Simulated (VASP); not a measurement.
# Tl (P6_3/mmc) in VASP: density of states with PBE

Aim: the density of states of Tl with PBE.

Program: VASP 6.6.1. These are calculated values, not measurements. Logs are shortened: lines on timing, memory, paths and dates and some standing lists are left out, and cuts for length are marked.

**1. The structure**

The structure is hexagonal, space group P6_3/mmc (No. 194). The conventional cell has a = 3.176 Å, b = 3.176 Å, c = 5.990 Å, α = 90.00°, β = 90.00°, γ = 120.00°. Tl (site symmetry -6m2) is surrounded by 12 Tl at 3.18 to 3.51 Å.

The cell was built by a generator and needn't be a form met in nature.

**2. Density of states, PBE**

The input, POSCAR:

```
Tl
1.0
    3.1762680000      0.0000000000      0.0000000000
    1.5881290000      2.7507320000      0.0000000000
    0.0000000000      0.0000000000      5.9899100000
Tl
2
Direct
    0.6666600000      0.6666700000      0.2500000000
    0.3333300000      0.3333300000      0.7500000000
```

The input, INCAR.step1:

```
SYSTEM = Tl
PREC = Accurate
ENCUT = 520
EDIFF = 1E-6
ISMEAR = 0
SIGMA = 0.0166
LREAL = .False.
LASPH = .True.
NELM = 60
ALGO = Fast
ISIF = 2
LWAVE = .False.
LCHARG = .True.
GGA = PE
NBANDS = 20
```

The input, KPOINTS.step1:

```
Automatic mesh
0
Gamma
  12 12 6
  0 0 0
```

The input, INCAR.step2:

```
SYSTEM = Tl
PREC = Accurate
ENCUT = 520
EDIFF = 1E-6
ISMEAR = -5
SIGMA = 0.0166
LREAL = .False.
LASPH = .True.
NELM = 60
ALGO = Fast
ISIF = 2
LWAVE = .False.
LCHARG = .False.
GGA = PE
LORBIT = 11
NBANDS = 20
NEDOS = 1001
ICHARG = 11
```

The input, KPOINTS.step2:

```
Automatic mesh
0
Gamma
  18 18 9
  0 0 0
```

Potentials or basis: VASP PAW PBE potentials, release 64 (Tl_d).

The run is started by

```bash
> cat potpaw_PBE.64/Tl_d/POTCAR > POTCAR
> cp INCAR.step1 INCAR
> cp KPOINTS.step1 KPOINTS
> mpirun -np 1 vasp_std > vasp.out
> cp INCAR.step2 INCAR
> cp KPOINTS.step2 KPOINTS
> mpirun -np 1 vasp_std > vasp.out
```

OUTCAR:

```text
SYSTEM = Tl
   PREC = Accurate
   ENCUT = 520
   EDIFF = 1E-6
   ISMEAR = -5
   LREAL = .False.
   LASPH = .True.
   NELM = 60
   ISIF = 2
   GGA = PE
   LORBIT = 11
   ICHARG = 11

 ion  position               nearest neighbor table
   1  0.667  0.667  0.250-   2 3.51   2 3.51   2 3.51   2 3.51   2 3.51   2 3.51
   2  0.333  0.333  0.750-   1 3.51   1 3.51   1 3.51   1 3.51   1 3.51   1 3.51

  LATTYP: Found a hexagonal cell.
 ALAT       =     3.1762682910
 C/A-ratio  =     1.8858325088

  Lattice vectors:

 A1 = (  -1.5881290000,  -2.7507320000,   0.0000000000)
 A2 = (   3.1762680000,   0.0000000000,   0.0000000000)
 A3 = (   0.0000000000,   0.0000000000,   5.9899100000)

Analysis of symmetry for initial positions (statically):
=====================================================================
 Subroutine PRICEL returns:
 Original cell was already a primitive cell.

 Routine SETGRP: Setting up the symmetry group for a
 hexagonal supercell.

 Subroutine GETGRP returns: Found  8 space group operations
 (whereof  2 operations were pure point group operations)
 out of a pool of 24 trial point group operations.

The static configuration has the point symmetry C_2 .
 The point group associated with its full space group is D_2h.

Analysis of symmetry for dynamics (positions and initial velocities):
=====================================================================
 Subroutine PRICEL returns:
 Original cell was already a primitive cell.

 Routine SETGRP: Setting up the symmetry group for a
 hexagonal supercell.

 Subroutine GETGRP returns: Found  8 space group operations
 (whereof  2 operations were pure point group operations)
 out of a pool of 24 trial point group operations.

The dynamic configuration has the point symmetry C_2 .
 The point group associated with its full space group is D_2h.

 Subroutine INISYM returns: Found  8 space group operations
 (whereof  2 operations are pure point group operations),
 and found     1 'primitive' translations

----------------------------------------------------------------------------------------

                                     Primitive cell

  volume of cell :      52.3342

  direct lattice vectors                    reciprocal lattice vectors
     3.176268000  0.000000000  0.000000000     0.314834894 -0.181769226  0.000000000
     1.588129000  2.750732000  0.000000000     0.000000000  0.363539596  0.000000000
[... 79 lines left out ...]
   ISTART =      0    job   : 0-new  1-cont  2-samecut
   ICHARG =     11    charge: 1-file 2-atom 10-const
   ISPIN  =      1    spin polarized calculation?
   LNONCOLLINEAR =      F non collinear calculations
   LSORBIT =      F    spin-orbit coupling
   LASPH  =      T    aspherical Exc in radial PAW
   ENCUT  =  520.0 eV  38.22 Ry    6.18 a.u.   5.91  5.91 11.14*2*pi/ulx,y,z
   NELM   =     60;   NELMIN=  2; NELMDL=  0     # of ELM steps
   EDIFF  = 0.1E-05   stopping-criterion for ELM
   LREAL  =      F    real-space projection
[... 7 lines left out ...]
   TEBEG  =    0.0;   TEEND  =   0.0 temperature during run
   PSTRESS=    0.0 pullay stress
   NELECT =      26.0000    total number of electrons
   NUPDOWN=      -1.0000    fix difference up-down
   EMIN   =  10.00;   EMAX   =-10.00  energy-range for DOS
   EFERMI =   0.00;   METHOD = LEGACY
   ISMEAR =    -5;   SIGMA  =   0.02  broadening in eV -4-tet -1-fermi 0-gaus
   EFERMI_NEDOS =   21; number of points for ismear=-14 and -15
   IALGO  =     68    algorithm
   IMIX   =      4    mixing-type and parameters
     AMIX     =   0.40;   BMIX     =  1.00
     AMIX_MAG =   1.60;   BMIX_MAG =  1.00
  volume/ion in A,a.u.               =      26.17       176.58
  Fermi-wavevector in a.u.,A,eV,Ry     =   1.296594  2.450208 22.873520  1.681156
  Thomas-Fermi vector in A             =   2.428040
   LORBIT       =     11    0 simple, 1 ext, 2 COOP (PROOUT), +10 PAW based schemes
   GGA     = PE    functional components
   LHFCALC =     F    Hartree Fock is set to
   AEXX    =    0.0000 exact exchange contribution
   IVDW    =     0    specifies the selected vdW correction
   LEPSILON=     F    determine dielectric tensor
   LRPA    =     F    only Hartree local field effects (RPA)
 non-spin polarized calculation
 RMM-DIIS sequential band-by-band and
 Fermi weights with tetrahedron method with Bloechl corrections
  energy-cutoff  :      520.00
  volume of cell :       52.33
 maximum number of plane-waves:      1432

 number of electron      26.0000008 magnetization

 Free energy of the ion-electron system (eV)
  ---------------------------------------------------
  ext. energy  EPLUGINS =         0.00000000
  ---------------------------------------------------
  free energy    TOTEN  =        -4.11024452 eV

  energy without entropy =       -4.11024452  energy(sigma->0) =       -4.11024452

 E-fermi :   7.6023     XC(G=0): -10.6297

 val. band max:        7.7002775039   @ k =   0.2778   0.3889   0.2222
 cond. band min:       7.3094270860   @ k =   0.3889   0.0556   0.0000
 fundamental gap:     -0.3908504179
 Fermi energy:         7.6022610960

 k-point     1 :       0.0000    0.0000    0.0000
  band No.  band energies     occupation
      1      -4.6445      2.00000
      2      -4.4807      2.00000
      3      -4.2339      2.00000
      4      -4.2339      2.00000
      5      -4.2002      2.00000
      6      -4.2002      2.00000
[... 541 lines left out ...]
     19      19.3590      0.00000
     20      19.8823      0.00000

 [... further k-points ...]
[... 5 lines left out ...]
  --------------------------------------------------------------------------------------
  -------------------------------------------------------------------------------------
  Total        3.7630832      3.7534467      1.2844402     -0.0000068      0.0000000      0.0000000
  in kB      115.2042994    114.9092858     39.3222859     -0.0002089      0.0000000      0.0000000
  external PRESSURE =      89.8119570 kB  Pullay stress =       0.0000000 kB

 VOLUME and BASIS-vectors are now :
 -----------------------------------------------------------------------------
  energy-cutoff  :      520.00
  volume of cell :       52.33
      direct lattice vectors                 reciprocal lattice vectors
     3.176268000  0.000000000  0.000000000     0.314834894 -0.181769226  0.000000000
     1.588129000  2.750732000  0.000000000     0.000000000  0.363539596  0.000000000
     0.000000000  0.000000000  5.989910000     0.000000000  0.000000000  0.166947417

 POSITION                                       TOTAL-FORCE (eV/Angst)
 -----------------------------------------------------------------------------------
      3.17625      1.83383      1.49748        -0.000000      0.001028     -0.000000
      1.58812      0.91690      4.49243         0.000000     -0.001028      0.000000
 -----------------------------------------------------------------------------------
    total drift:                               -0.000000      0.000000     -0.000000

  FREE ENERGIE OF THE ION-ELECTRON SYSTEM (eV)
  ---------------------------------------------------
  free  energy   TOTEN  =        -4.1102445232 eV

  energy  without entropy=       -4.1102445232  energy(sigma->0) =       -4.11024452

 total charge

# of ion       s       p       d       tot
------------------------------------------
    1        1.178   0.450   9.644  11.272
    2        1.178   0.450   9.644  11.272
--------------------------------------------------
tot          2.356   0.900  19.288  22.544
```

OUTCAR.step1:

```text
SYSTEM = Tl
   PREC = Accurate
   ENCUT = 520
   EDIFF = 1E-6
   ISMEAR = 0
   LREAL = .False.
   LASPH = .True.
[... 778 lines left out ...]
      3.17625      1.83383      1.49748         0.000000     -0.000001      0.000000
      1.58812      0.91690      4.49243        -0.000000      0.000001      0.000000
 -----------------------------------------------------------------------------------
    total drift:                               -0.000000      0.000000     -0.000000

  FREE ENERGIE OF THE ION-ELECTRON SYSTEM (eV)
  ---------------------------------------------------
  free  energy   TOTEN  =        -4.1104143434 eV

  energy  without entropy=       -4.1098285395  energy(sigma->0) =       -4.11012144
```

Run time: 3.8 min. Hardware: 1 thread of Intel Xeon Platinum 8488C (Sapphire Rapids), shared host; peak memory 0.46 GiB.

What came out:

```yaml
Valence_electrons_inside_the_program's_atomic_spheres: Tl 11.27
```

Levels at points of the mesh, in eV from the Fermi level:
```csv
k point,band 11,band 12,band 13,band 14,band 15,band 16
"(0.00, 0.00, 0.00)",-10.72,-6.76,-3.74,7.44,10.85,10.85
"(0.50, 0.00, 0.00)",-5.10,-4.34,-1.44,-0.71,1.32,3.69
"(0.00, 0.50, 0.00)",-5.10,-4.34,-1.44,-0.71,1.32,3.69
```

States per cell in windows of 1 eV (zero at the Fermi level; states under -8 eV left out):
```csv
from (eV),total,Tl1_p,Tl2_p,Tl1_s,Tl2_s,Tl1_d,Tl2_d
-8.0,0.53,0.02,0.02,0.13,0.13,0.02,0.02
-7.0,0.65,0.02,0.02,0.16,0.16,0.02,0.02
-6.0,0.73,0.03,0.03,0.19,0.19,0.02,0.02
-5.0,0.73,0.02,0.02,0.21,0.21,0.02,0.02
-4.0,0.57,0.01,0.01,0.18,0.18,0.01,0.01
-3.0,0.24,0.04,0.04,0.01,0.01,0.00,0.00
-2.0,0.72,0.12,0.12,0.03,0.03,0.01,0.01
-1.0,1.02,0.17,0.17,0.05,0.05,0.02,0.02
0.0,0.87,0.14,0.14,0.05,0.05,0.02,0.02
1.0,0.95,0.16,0.16,0.04,0.04,0.03,0.03
2.0,0.90,0.16,0.16,0.04,0.04,0.03,0.03
3.0,0.97,0.18,0.18,0.04,0.04,0.03,0.03
4.0,1.20,0.22,0.22,0.03,0.03,0.05,0.05
5.0,1.43,0.28,0.28,0.02,0.02,0.05,0.05
6.0,1.34,0.27,0.27,0.02,0.02,0.04,0.04
7.0,0.95,0.19,0.19,0.01,0.01,0.04,0.04
```

Caveat: tetrahedron occupations give inexact forces and stress in metals. Spin-orbit coupling is left out, which matters for the levels of Tl.
